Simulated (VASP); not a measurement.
# BaS (Fm-3m) in VASP: further runs

The runs below take BaS through single point, with PBE.

Program: VASP 6.6.1. These are calculated values, not measurements. Logs are shortened: lines on timing, memory, paths and dates and some standing lists are left out, and cuts for length are marked.

**The experiment to reproduce.**

From a printed reference work, monograph, original work of 1988, for a bulk crystal of BaS at 2 K: band gap 3.806 eV (indirect).

The results are compared with them further down.

### 1 Starting point

Symmetry: Fm-3m, No. 225, cubic system. The conventional cell has a = 6.388 Å, b = 6.388 Å, c = 6.388 Å, α = 90.00°, β = 90.00°, γ = 90.00°. Ba (site symmetry m-3m) has 6 S at 3.19 Å as nearest neighbours. S (site symmetry m-3m) has 6 Ba at 3.19 Å as nearest neighbours.

### 2 Single point, PBE

The input, INCAR:

```
ALGO = Normal
EDIFF = 1E-7
ENCUT = 520
GGA = PE
ISIF = 2
ISMEAR = 0
LASPH = True
LCHARG = True
LELF = True
LREAL = False
LVHAR = True
LWAVE = False
NBANDS = 15
NELM = 100
PREC = Accurate
SIGMA = 0.1
```

The input, KPOINTS:

```
k-points
0
Gamma
  6 6 6
```

The input, POSCAR:

```
BaS
1.0
    0.0000000000      3.1937500000      3.1937500000
    3.1937500000      0.0000000000      3.1937500000
    3.1937500000      3.1937500000      0.0000000000
Ba S
1 1
Direct
    0.0000000000      0.0000000000      0.0000000000
    0.5000000000      0.5000000000      0.5000000000
```

Potentials or basis: VASP PAW PBE potentials, release 64 (Ba_sv, S).

The run is started by

```sh
$ cat potpaw_PBE.64/Ba_sv/POTCAR potpaw_PBE.64/S/POTCAR > POTCAR
$ mpirun -np 1 vasp_std > vasp.out
```

OUTCAR:

```text
EDIFF = 1E-7
   ENCUT = 520
   GGA = PE
   ISIF = 2
   ISMEAR = 0
   LASPH = True
   LREAL = False
   NELM = 100
   PREC = Accurate

 ion  position               nearest neighbor table
   1  0.000  0.000  0.000-   2 3.19   2 3.19   2 3.19   2 3.19   2 3.19   2 3.19
   2  0.500  0.500  0.500-   1 3.19   1 3.19   1 3.19   1 3.19   1 3.19   1 3.19

  LATTYP: Found a face centered cubic cell.
 ALAT       =     6.3875000000

  Lattice vectors:

 A1 = (   0.0000000000,   3.1937500000,   3.1937500000)
 A2 = (   3.1937500000,   0.0000000000,   3.1937500000)
 A3 = (   3.1937500000,   3.1937500000,   0.0000000000)

Analysis of symmetry for initial positions (statically):
=====================================================================
 Subroutine PRICEL returns:
 Original cell was already a primitive cell.

 Routine SETGRP: Setting up the symmetry group for a
 face centered cubic supercell.

 Subroutine GETGRP returns: Found 48 space group operations
 (whereof 48 operations were pure point group operations)
 out of a pool of 48 trial point group operations.

The static configuration has the point symmetry O_h .

Analysis of symmetry for dynamics (positions and initial velocities):
=====================================================================
 Subroutine PRICEL returns:
 Original cell was already a primitive cell.

 Routine SETGRP: Setting up the symmetry group for a
 face centered cubic supercell.

 Subroutine GETGRP returns: Found 48 space group operations
 (whereof 48 operations were pure point group operations)
 out of a pool of 48 trial point group operations.

The dynamic configuration has the point symmetry O_h .

 Subroutine INISYM returns: Found 48 space group operations
 (whereof 48 operations are pure point group operations),
 and found     1 'primitive' translations

----------------------------------------------------------------------------------------

                                     Primitive cell

  volume of cell :      65.1527

  direct lattice vectors                    reciprocal lattice vectors
     0.000000000  3.193750000  3.193750000    -0.156555773  0.156555773  0.156555773
     3.193750000  0.000000000  3.193750000     0.156555773 -0.156555773  0.156555773
     3.193750000  3.193750000  0.000000000     0.156555773  0.156555773 -0.156555773

  length of vectors
     4.516644565  4.516644565  4.516644565     0.271162553  0.271162553  0.271162553

  position of ions in fractional coordinates (direct lattice)
     0.000000000  0.000000000  0.000000000
     0.500000000  0.500000000  0.500000000

  ion indices of the primitive-cell ions
   primitive index   ion index
                 1           1
                 2           2

----------------------------------------------------------------------------------------

 KPOINTS: k-points

Automatic generation of k-mesh.
 Grid dimensions read from file:
 generate k-points for:    6    6    6

 Generating k-lattice:

  Cartesian coordinates                     Fractional coordinates (reciprocal lattice)
    -0.026092629  0.026092629  0.026092629     0.166666667  0.000000000  0.000000000
     0.026092629 -0.026092629  0.026092629     0.000000000  0.166666667  0.000000000
     0.026092629  0.026092629 -0.026092629     0.000000000  0.000000000  0.166666667

  Length of vectors
     0.045193759  0.045193759  0.045193759

  Shift w.r.t. Gamma in fractional coordinates (k-lattice)
     0.000000000  0.000000000  0.000000000

 Subroutine IBZKPT returns following result:
 ===========================================

 Found     16 irreducible k-points:

 Following reciprocal coordinates:
            Coordinates               Weight
  0.000000  0.000000  0.000000      1.000000
  0.166667  0.000000  0.000000      8.000000
  0.333333  0.000000  0.000000      8.000000
  0.500000  0.000000  0.000000      4.000000
  0.166667  0.166667  0.000000      6.000000
  0.333333  0.166667  0.000000     24.000000
[... 8 lines left out ...]
 -0.333333  0.333333  0.166667     24.000000
 -0.333333  0.500000  0.166667     12.000000
   k-points           NKPTS =     16   k-points in BZ     NKDIM =     16   number of bands    NBANDS=     15
   number of dos      NEDOS =    301   number of ions     NIONS =      2
   total plane-waves  NPLWV =  46656
   dimension x,y,z NGX =    36 NGY =   36 NGZ =   36
   dimension x,y,z NGXF=    72 NGYF=   72 NGZF=   72
   ions per type =               1   1
   NGX,Y,Z   is equivalent  to a cutoff of  13.25, 13.25, 13.25 a.u.
   NGXF,Y,Z  is equivalent  to a cutoff of  26.50, 26.50, 26.50 a.u.
 SYSTEM =  unknown system
   PREC   = accura    normal or accurate (medium, high low for compatibility)
   ISTART =      0    job   : 0-new  1-cont  2-samecut
   ICHARG =      2    charge: 1-file 2-atom 10-const
   ISPIN  =      1    spin polarized calculation?
   LNONCOLLINEAR =      F non collinear calculations
   LSORBIT =      F    spin-orbit coupling
   LASPH  =      T    aspherical Exc in radial PAW
   ENCUT  =  520.0 eV  38.22 Ry    6.18 a.u.   8.40  8.40  8.40*2*pi/ulx,y,z
   NELM   =    100;   NELMIN=  2; NELMDL= -5     # of ELM steps
   EDIFF  = 0.1E-06   stopping-criterion for ELM
   LREAL  =      F    real-space projection
   EDIFFG = 0.1E-05   stopping-criterion for IOM
   NSW    =      0    number of steps for IOM
   IBRION =     -1    ionic relax: 0-MD 1-quasi-New 2-CG
   NFREE  =      0    steps in history (QN), initial steepest desc. (CG)
   ISIF   =      2    stress and relaxation
   ISYM   =      2    0-nonsym 1-usesym 2-fastsym
   POTIM  = 0.5000    time-step for ionic-motion
   TEBEG  =    0.0;   TEEND  =   0.0 temperature during run
   PSTRESS=    0.0 pullay stress
   NELECT =      16.0000    total number of electrons
   NUPDOWN=      -1.0000    fix difference up-down
   EMIN   =  10.00;   EMAX   =-10.00  energy-range for DOS
   EFERMI =   0.00;   METHOD = LEGACY
   ISMEAR =     0;   SIGMA  =   0.10  broadening in eV -4-tet -1-fermi 0-gaus
   EFERMI_NEDOS =   21; number of points for ismear=-14 and -15
   IALGO  =     38    algorithm
   IMIX   =      4    mixing-type and parameters
     AMIX     =   0.40;   BMIX     =  1.00
     AMIX_MAG =   1.60;   BMIX_MAG =  1.00
  volume/ion in A,a.u.               =      32.58       219.84
  Fermi-wavevector in a.u.,A,eV,Ry     =   1.025189  1.937326 14.299891  1.051012
  Thomas-Fermi vector in A             =   2.159016
   LORBIT       =      0    0 simple, 1 ext, 2 COOP (PROOUT), +10 PAW based schemes
   GGA     = PE    functional components
   LHFCALC =     F    Hartree Fock is set to
   AEXX    =    0.0000 exact exchange contribution
   IVDW    =     0    specifies the selected vdW correction
   LEPSILON=     F    determine dielectric tensor
   LRPA    =     F    only Hartree local field effects (RPA)
 non-spin polarized calculation
 Gauss-broadening in eV      SIGMA  =   0.10
  energy-cutoff  :      520.00
  volume of cell :       65.15
 maximum number of plane-waves:      1807
 NGX is ok and might be reduce to    36
   NGX = 17   NGY = 17   NGZ = 17

 number of electron      16.0000001 magnetization

 Free energy of the ion-electron system (eV)
  ---------------------------------------------------
  ext. energy  EPLUGINS =         0.00000000
  ---------------------------------------------------
  free energy    TOTEN  =       -10.18458545 eV

  energy without entropy =      -10.18458545  energy(sigma->0) =      -10.18458545

 E-fermi :   1.9550     XC(G=0):  -8.6258

 val. band max:        1.4541159062   @ k =   0.0000   0.0000   0.0000
 cond. band min:       3.5609903525   @ k =   0.5000   0.5000   0.0000
 fundamental gap:      2.1068744464
 Fermi energy:         1.9550370741

 k-point     1 :       0.0000    0.0000    0.0000
  band No.  band energies     occupation
      1     -24.6208      2.00000
      2      -9.6764      2.00000
      3      -9.6764      2.00000
      4      -9.6764      2.00000
      5      -8.9062      2.00000
      6       1.4541      2.00000
      7       1.4541      2.00000
      8       1.4541      2.00000
      9       5.0536      0.00000
     10       5.3225      0.00000
     11       5.3225      0.00000
     12       5.3225      0.00000
     13       6.2483      0.00000
     14       6.2483      0.00000
     15      10.1890      0.00000

 k-point     2 :       0.1667    0.0000    0.0000
  band No.  band energies     occupation
      1     -24.6096      2.00000
      2     -10.1285      2.00000
      3      -9.6861      2.00000
      4      -9.6861      2.00000
      5      -8.4308      2.00000
      6       0.8026      2.00000
      7       1.1108      2.00000
      8       1.1108      2.00000
      9       5.3649      0.00000
     10       5.7311      0.00000
     11       5.7311      0.00000
     12       6.0273      0.00000
     13       7.0262      0.00000
     14       7.0262      0.00000
     15      11.2438      0.00000

 k-point     3 :       0.3333    0.0000    0.0000
  band No.  band energies     occupation
      1     -24.5872      2.00000
      2     -10.6271      2.00000
      3      -9.7053      2.00000
      4      -9.7053      2.00000
      5      -7.8809      2.00000
      6      -0.1118      2.00000
      7       0.5836      2.00000
      8       0.5836      2.00000
      9       5.9209      0.00000
     10       6.8176      0.00000
     11       6.8176      0.00000
     12       7.4799      0.00000
     13       8.7793      0.00000
     14       8.7793      0.00000
     15      11.8380      0.00000
[... 199 lines left out ...]
 k-point    15 :      -0.3333    0.3333    0.1667
  band No.  band energies     occupation
      1     -24.5658      2.00000
      2     -10.4606      2.00000
      3      -9.9448      2.00000
      4      -9.8480      2.00000
      5      -8.1195      2.00000
      6       0.1688      2.00000
      7       0.7523      2.00000
      8       0.8164      2.00000
      9       5.9119      0.00000
     10       6.0165      0.00000
     11       8.0840      0.00000
     12       8.4498      0.00000
     13       8.8224      0.00000
     14      10.8004      0.00000
     15      10.9496      0.00000

 k-point    16 :      -0.3333    0.5000    0.1667
  band No.  band energies     occupation
      1     -24.5625      2.00000
      2     -10.1436      2.00000
      3     -10.0895      2.00000
      4      -9.9431      2.00000
      5      -8.3914      2.00000
      6       0.5551      2.00000
      7       0.9240      2.00000
      8       1.0691      2.00000
      9       4.6559      0.00000
     10       6.9874      0.00000
     11       7.6396      0.00000
     12       8.4220      0.00000
     13       8.9664      0.00000
     14       9.7788      0.00000
     15      11.2790      0.00000

------------------------ aborting loop because EDIFF is reached ----------------------------------------

  FORCE on cell =-STRESS in cart. coord.  units (eV):
  Direction    XX          YY          ZZ          XY          YZ          ZX
  --------------------------------------------------------------------------------------
  -------------------------------------------------------------------------------------
  Total        0.5812339      0.5812339      0.5812339      0.0000000     -0.0000000      0.0000000
  in kB       14.2931775     14.2931775     14.2931775      0.0000000     -0.0000000      0.0000000
  external PRESSURE =      14.2931775 kB  Pullay stress =       0.0000000 kB

 VOLUME and BASIS-vectors are now :
 -----------------------------------------------------------------------------
  energy-cutoff  :      520.00
  volume of cell :       65.15
      direct lattice vectors                 reciprocal lattice vectors
     0.000000000  3.193750000  3.193750000    -0.156555773  0.156555773  0.156555773
     3.193750000  0.000000000  3.193750000     0.156555773 -0.156555773  0.156555773
     3.193750000  3.193750000  0.000000000     0.156555773  0.156555773 -0.156555773

 POSITION                                       TOTAL-FORCE (eV/Angst)
 -----------------------------------------------------------------------------------
      0.00000      0.00000      0.00000        -0.000000      0.000000      0.000000
      3.19375      3.19375      3.19375         0.000000     -0.000000     -0.000000
 -----------------------------------------------------------------------------------
    total drift:                                0.000000      0.000000      0.000000

  FREE ENERGIE OF THE ION-ELECTRON SYSTEM (eV)
  ---------------------------------------------------
  free  energy   TOTEN  =       -10.1845854526 eV

  energy  without entropy=      -10.1845854526  energy(sigma->0) =      -10.18458545
```

Run time: 8.4 s. Hardware: 1 thread of Intel Xeon 6975P-C (Granite Rapids), shared host; peak memory 0.2 GiB.

Results:

```
Free energy            : -10.1846 eV
Pressure               : 1.4 GPa
Band gap on the k mesh : 2.11 eV, indirect (least direct gap 2.24 eV)
```

Levels at points of the mesh, in eV from the valence-band top:
```tsv
k point	band 6	band 7	band 8	band 9	band 10	band 11
(0.00, 0.00, 0.00)	0.00	0.00	0.00	3.60	3.87	3.87
(0.50, 0.00, 0.00)	-1.94	-1.09	-1.09	5.54	5.69	6.31
(0.50, 0.50, 0.00)	-0.52	-0.14	-0.14	2.11	5.93	6.03
```

Caveat: spin-orbit coupling is left out, which moves the levels of the heavy elements.

(Part 1 of 2 ends here.)
